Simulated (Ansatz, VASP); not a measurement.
## Ir: VASP beside Ansatz

```xyz
1
Lattice="0.0000 1.9270 1.9270 1.9270 0.0000 1.9270 1.9270 1.9270 0.0000" Properties=species:S:1:pos:R:3 pbc="T T T"
Ir    0.0000    0.0000    0.0000
```

Alike in both runs: task electric field gradients; functional PBEsol; k mesh 18 × 18 × 18; occupations fermi-dirac, width 0.03 eV; no spin polarisation.

```csv
,VASP,Ansatz
version,VASP 6.6.1,Ansatz 0.2.0
potentials or method,"VASP PAW PBE potentials, release 64 (Ir)","PAW with Ansatz's default frozen-core files, scalar-relativistic"
plane-wave cutoff (eV),520,420
valence electrons in the cell,9,17
```

Ansatz gave:

| Property | Result |
| --- | --- |
| pressure (GPa) | -6.8 |
| Vzz of the field gradient on the site that differs most (V/Å²) | 0.0 |

Q: Which values does VASP return?

A: Pressure (GPa): -6.0; Vzz of the field gradient on the site that differs most (V/Å²): 0.0.

With one functional, cell and mesh, what is left measures potentials, basis and numerics. The two sets of potentials don't hold the same shells in valence. Ansatz warned: «gradients_without_spin_orbit».

Caveats: the PAW data sets were made with another functional, which shifts forces and pressure a little (VASP). Spin-orbit coupling is left out, which matters for the levels of Ir.
